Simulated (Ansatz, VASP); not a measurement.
Ni: VASP beside Ansatz

File INCAR:

```
  PREC = Accurate
  ENCUT = 520
  EDIFF = 1E-6
  ISMEAR = -1
  SIGMA = 0.05
  LREAL = False
  LASPH = True
  NELM = 120
  ALGO = Normal
  ISIF = 2
  LWAVE = False
  LCHARG = True
  ISPIN = 2
  MAGMOM = 2.5 2.5
  LORBIT = 11
  LMAXMIX = 4
  GGA = PE
  LELF = True
  LVHAR = True
  NBANDS = 21
```

File KPOINTS:

```
Automatic mesh
0
Gamma
  12 12 7
```

File POSCAR:

```
Ni
1.0
    2.4480228978      0.0000000000      0.0000000000
   -1.2240114489      2.1200500186      0.0000000000
    0.0000000000      0.0000000000      4.0728075700
Ni
2
Direct
    0.6666666667      0.3333333333      0.7500000000
    0.3333333333      0.6666666667      0.2500000000
```

File input.yaml:

```yaml
crystal:
  lattice:
    - [2.4480228978, 0.0, 0.0]
    - [-1.2240114489, 2.1200500186, 0.0]
    - [0.0, 0.0, 4.07280757]
  atoms:
    - { symbol: Ni, position: [0.6666666667, 0.3333333333, 0.75], spin: 1.0 }
    - { symbol: Ni, position: [0.3333333333, 0.6666666667, 0.25], spin: 1.0 }
hamiltonian:
  xc: pbe
  pseudopotentials: { kind: paw }
magnetization:
  spin_polarized: true
kpoints:
  mp_grid: { grid: [12, 12, 7] }
scf:
  occupations: { method: fermi_dirac, width: 0.05 }
output:
  forces: true
  stress: true
  eigenvalues: true
  write_density: true
  write_potential: true
  elf: true
  volumetric_format: npy
```

This isn't the form of Ni at room conditions, which is fcc.

Alike in both runs: task single point; functional PBE; k mesh 12 × 12 × 7; occupations fermi-dirac, width 0.05 eV; collinear spin, ferromagnetic start.

|  | VASP | Ansatz |
| --- | --- | --- |
| version | VASP 6.6.1 | Ansatz 0.2.0 |
| potentials or method | VASP PAW PBE potentials, release 64 (Ni) | Ansatz PAW |
| plane-wave cutoff (eV) | 520 | 420 |
| valence electrons in the cell | 20 | 36 |

Ansatz gave:

| Item | Value |
| --- | --- |
| gap on the k mesh at the Fermi level (eV) | none |
| pressure (GPa) | 7.3 |
| largest component of the traceless stress (GPa) | 2.64 |
| net moment per atom (μB) | 0.65 |
| size of the moment on the site where the two differ most (μB) | 0.69 |

Question: What did VASP give for the same quantities?

Answer: gap on the k mesh at the Fermi level (eV): none; pressure (GPa): 7.0; largest component of the traceless stress (GPa): 2.56; net moment per atom (μB): 0.63; size of the moment on the site where the two differ most (μB): 0.64.

Site moments also hang on the region over which each program counts them. A gap of «none» marks a metal or a gap that the smearing closes. The two sets of potentials don't hold the same shells in valence.
